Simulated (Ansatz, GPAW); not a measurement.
# CN in line between two Ir chains: relaxation, then transmission at several levels, part 3 of 3

How well does CN in line between two Ir chains conduct once its atoms have relaxed, and how much do cheaper levels lose?

GPAW 26.7.0 and Ansatz 0.2.0; Ansatz plane waves; relaxation of the junction with the lead ends held (the session's first sound run).

So far, transmission at the Fermi level (one spin): step 3 (plane waves, PBE) 1.32; step 5 (single-zeta polarised basis, PBE, GPAW) 1.36; step 6 (minimal basis, PBE, GPAW) 1.40; step 7 (LDA in the dzp basis: xc = "LDA") 1.44; step 8 (without the relaxation: geometry = "as built", PBE, GPAW) 1.99.

### Step 11. Smearing 0.3, potential alignment off

Smearing helps the SCF of a metal converge, but it blurs occupations at band edges near the Fermi level. Without the shift, lead and junction are matched by their Fermi levels alone.

This step: GPAW LCAO, PAW setups; Landauer transmission from Green's functions with principal layers (ASE), zero bias (GPAW 26.7.0).

The input, run.py:

```python
import json
import numpy as np
from ase import Atoms
from ase.transport.calculators import TransportCalculator
from gpaw import GPAW, FermiDirac
from gpaw.lcao.tools import get_lcao_hamiltonian
from scipy.linalg import eigh

# The junction with lead layers at both ends, along the third cell vector
device = Atoms(
    ['Ir', 'Ir', 'Ir', 'Ir', 'Ir', 'Ir', 'Ir', 'Ir', 'C', 'N', 'Ir', 'Ir', 'Ir', 'Ir', 'Ir', 'Ir', 'Ir', 'Ir'],
    positions=[
        [4.50000, 4.50000, 1.15000],
        [4.50000, 4.50000, 3.45000],
        [4.50000, 4.50000, 5.75000],
        [4.50000, 4.50000, 8.05000],
        [4.50000, 4.50000, 10.35000],
        [4.50000, 4.50000, 12.65000],
        [4.44891, 3.80607, 14.91368],
        [4.53548, 4.89018, 17.00217],
        [4.51042, 4.57870, 18.94053],
        [4.50580, 4.51347, 20.15106],
        [4.49316, 4.36635, 22.15480],
        [4.57151, 5.28352, 24.26258],
        [4.50000, 4.50000, 26.52290],
        [4.50000, 4.50000, 28.82290],
        [4.50000, 4.50000, 31.12290],
        [4.50000, 4.50000, 33.42290],
        [4.50000, 4.50000, 35.72290],
        [4.50000, 4.50000, 38.02290]],
    cell=[[9.0, 0.0, 0.0], [0.0, 9.0, 0.0], [0.0, 0.0, 39.1729]],
    pbc=True)

# One principal layer of the lead: the first 5 atoms of the device
lead = Atoms(
    ['Ir', 'Ir', 'Ir', 'Ir', 'Ir'],
    positions=[
        [4.50000, 4.50000, 1.15000],
        [4.50000, 4.50000, 3.45000],
        [4.50000, 4.50000, 5.75000],
        [4.50000, 4.50000, 8.05000],
        [4.50000, 4.50000, 10.35000]],
    cell=[[9.0, 0.0, 0.0], [0.0, 9.0, 0.0], [0.0, 0.0, 11.5]],
    pbc=True)

settings = dict(mode='lcao', basis='dzp', xc='PBE', h=0.18,
                occupations=FermiDirac(0.3), maxiter=250,
                mixer=dict(beta=0.1, nmaxold=8, weight=100.0),
                convergence=dict(density=0.0001))
energies = np.arange(-2, 2 + 1e-9, 0.025)
eta = 0.0001
n1, n2 = 1, 1
# k and -k transmit alike, so half of the mesh across the current serves
mesh = [(i, j) for i in range(n1) for j in range(n2) if (i, j) <= (-i % n1, -j % n2)]
weights = np.array([1 if (i, j) == (-i % n1, -j % n2) else 2 for i, j in mesh]) / (n1 * n2)


def ground_state(atoms, size, txt):
    atoms.calc = GPAW(kpts={'size': size, 'gamma': True}, symmetry={'tolerance': 1e-3}, txt=txt, **settings)
    atoms.get_potential_energy()
    return atoms.calc.get_fermi_level()


def blocks(atoms, fermi, points, nz, cells):
    """H - E_F S and S between cell 0 and the cells above it, at each point across the current."""
    kz = np.arange(nz) / nz
    calc = atoms.calc.fixed_density(kpts=[(*k, z) for k in points for z in kz], symmetry='off', txt=None)
    H, S = get_lcao_hamiltonian(calc)
    H = (H - fermi * S).reshape(len(H), len(points), nz, *S.shape[1:])
    S = S.reshape(H.shape[1:])
    phases = [np.exp(-2j * np.pi * kz * R) / nz for R in cells]
    return [(np.einsum('skzij,z->ksij', H, p), np.einsum('kzij,z->kij', S, p)) for p in phases]


def pair(a, b):
    return np.block([[a, b], [b.T.conj(), a]])


def count_channels(h, s, cells, nk=240):
    """Half the number of times that the lead's bands cross each energy, unfolded to its shortest repeat."""
    b = len(h) // cells
    bands = []
    for k in (np.arange(nk + 1) + 0.5) / nk:
        hk, sk = h[:b, :b].copy(), s[:b, :b].copy()
        for R in range(1, cells):
            phase, block = np.exp(2j * np.pi * k * R), slice(R * b, (R + 1) * b)
            hk += h[:b, block] * phase + (h[:b, block] * phase).T.conj()
            sk += s[:b, block] * phase + (s[:b, block] * phase).T.conj()
        w, u = eigh(sk)
        x = u[:, w > 1e-5] / w[w > 1e-5]**0.5  # drop near-dependent combinations
        bands.append(np.r_[eigh(x.T.conj() @ hk @ x, eigvals_only=True), [1e9] * (w <= 1e-5).sum()])
    below = np.array(bands)[:, :, None] < energies
    return (below[1:] != below[:-1]).sum((0, 1)) / 2


fermi_lead = ground_state(lead, (1, 1, 10), 'lead.txt')
fermi_device = ground_state(device, (1, 1, 2), 'device.txt')
T, channels, eigen, tail, misfit, shifts = [], [], [], 0.0, 0.0, []
for first in range(0, len(mesh), 342):
    points = [(i / n1, j / n2) for i, j in mesh[first:first + 342]]
    (H0k, S0k), (H1k, S1k), (H2k, _) = blocks(lead, fermi_lead, points, 5, range(3))
    [(Hk, Sk)] = blocks(device, fermi_device, points, 2, [0])
    tail = max(tail, abs(H2k).max())
    for H0, S0, H1, S1, H, S in zip(H0k, S0k, H1k, S1k, Hk, Sk):
        n = len(S0)
        # Lead and device are aligned by their Fermi levels alone
        shift = 0.0
        shifts.append(shift)
        misfit = max(misfit, abs(H[:, :n, :n] - H0 - shift * S0).max())
        Tk, Ck, Ek = [], [], []
        for s in range(len(H)):
            t = s % len(H0)  # a lead without moments serves both spins
            h1, s1 = pair(H0[t] + shift * S0, H1[t] + shift * S1), pair(S0, S1)
            leads = dict(h1=h1, s1=s1, energies=energies, eta=eta, eta1=eta, eta2=eta)
            calc = TransportCalculator(h=H[s], s=S, eigenchannels=3, **leads)
            Tk.append(calc.get_transmission())
            Ek.append(np.sort(calc.eigenchannels_ne, axis=0)[::-1])
            Ck.append(count_channels(h1, s1, 10))
        T.append(Tk)
        channels.append(Ck)
        eigen.append(Ek)
T, channels = np.array(T), np.array(channels)
mean, open_channels = np.einsum('kse,k->se', T, weights), np.einsum('kse,k->se', channels, weights)

print(f'basis functions: device {len(S)}, principal layer {n}')
print(f'Fermi level: lead {fermi_lead:.4f} eV, device {fermi_device:.4f} eV; lead shifted by {np.mean(shifts):.4f} eV')
print(f'largest coupling past the next layer {tail:.2e} eV, largest misfit of the first layer {misfit:.3f} eV')
print('  E-E_F (eV)   ' + 'T (one spin)  channels')
for e, t, c in zip(energies, mean.T, open_channels.T):
    print(f'{e:10.3f}  ', *[f'{x:11.4e}' for x in t], *[f'{x:9.4f}' for x in c])

kT = 8.617333e-5 * 300
fine = np.linspace(energies[0], energies[-1], 4001)
both = np.exp(np.interp(fine, energies, np.log(np.maximum(mean.sum(0) * 2 / len(mean), 1e-30))))
fermi = lambda mu: 1 / (1 + np.exp(np.clip((fine - mu) / kT, -200, 200)))
slope = fermi(0) * (1 - fermi(0)) / kT
G = np.trapezoid(both * slope, fine) / 2
seebeck = -np.trapezoid(both * slope * fine, fine) / (2 * G * 300) * 1e6
print(f'conductance at 300 K: {G:.5g} G0 a cell; thermopower {seebeck:.4g} uV/K')
bias = [0.1, 0.2, 0.5, 1.0, 1.5, 2.0]
current = [38.74 * np.trapezoid(both * (fermi(V / 2) - fermi(-V / 2)), fine) for V in bias]
for V, I in zip(bias, current):
    print(f'current from the zero-bias T(E) at {V} V: {I:.5g} uA')
zero = abs(energies).argmin()
json.dump(dict(energies=energies.tolist(), T=mean.tolist(), channels=open_channels.tolist(), G=G, seebeck=seebeck,
               bias=bias, current=current, tail=tail, misfit=misfit, shift=np.mean(shifts), n_device=len(S), n_lead=n,
               fermi=[fermi_lead, fermi_device], energy=device.get_potential_energy(),
               moments=device.get_magnetic_moments().tolist(), mesh=mesh, weights=weights.tolist(),
               T_k=T[:, :, zero].tolist(), eigen=np.array(eigen[0]).tolist()), open('result.json', 'w'))
```

The run is started by

```sh
$ OMP_NUM_THREADS=1 OPENBLAS_NUM_THREADS=1 python run.py
```

It took 5.8 min on 1 thread of Arm Neoverse V1, shared host; peak memory 2.1 GiB.

The run finished with changed settings (width = 0.3 and align = false); it serves as a test.

The two runs compared:

| quantity | this run | sound run | difference |
| --- | --- | --- | --- |
| conductance (G₀) | 1.5094 | 1.4402 | 0.0692 |
| largest coupling past the next principal layer (eV) | 1.484e-6 | 1.484e-6 | 1.3e-10 |
| largest misfit of the first principal layer (eV) | 0.057327 | 0.071322 | -0.0140 |
| shift that aligns the lead (eV) | 0 | -0.011189 | 0.0112 |
| transmission at the Fermi level (one spin) | 1.6827 | 1.4096 | 0.273 |

The two runs differ clearly in the transmission at the Fermi level (one spin): 1.68 against 1.41.

### Step 12. What came out

| Quantity | Value |
| --- | --- |
| conductance | 1.44 G₀ |
| transmission at the Fermi level, mean of the spins | 1.41 |

In words: In the dzp basis the junction conducts 1.44 G₀ at 300 K, with T = 1.41 a spin at the Fermi level; the sz basis reaches that conductance within 10 %. Relaxation moved atoms by up to 0.79 Å and took the conductance from 1.99 to 1.44 G₀, as a ratio a larger change than the step from dzp to the minimal basis. Plane waves (PBE) give T = 1.32 there. At the Fermi level the three most open eigenchannels pass 0.80, 0.59 and 0.019. Measured against the first run (pw-pbe), the nearest curve is that of dzp (r.m.s. 0.081) and the farthest that of asbuilt (1.2). Over the compared runs wall time goes from 154 s (pw-pbe) to 436 s (asbuilt), on a shared host; the plane-wave run used 4 threads and the orbital runs 1. The leads kept an estimated spacing and the cell its length, so the junction may be under some tension or compression. The run had no spin polarisation, so a magnetic state, which chains and small molecules with open shells often have, wasn't tested. Spin-orbit coupling is left out, which matters for the heavy atoms here. An evenly spaced straight chain is an idealisation: free chains tend to dimerise, zigzag or, where a band edge lies near the Fermi level, turn magnetic. The currents use the zero-bias T(E) throughout, which holds only while the bias is small against the distance to the nearest feature. The thermopower isn't quoted: it samples T(E) farther from the Fermi level than the conductance does, and the energy grid wasn't tested for it.

[Logs are printed without paths, hosts, clocks, repeated set-up lines and the standing remarks that a program may print on its own settings, such as how far it seeks lower states.]

[Hosts, paths, dates, database ids (printed as entryN), source tags and the programs' standing remarks are cut or masked in the printed files.]
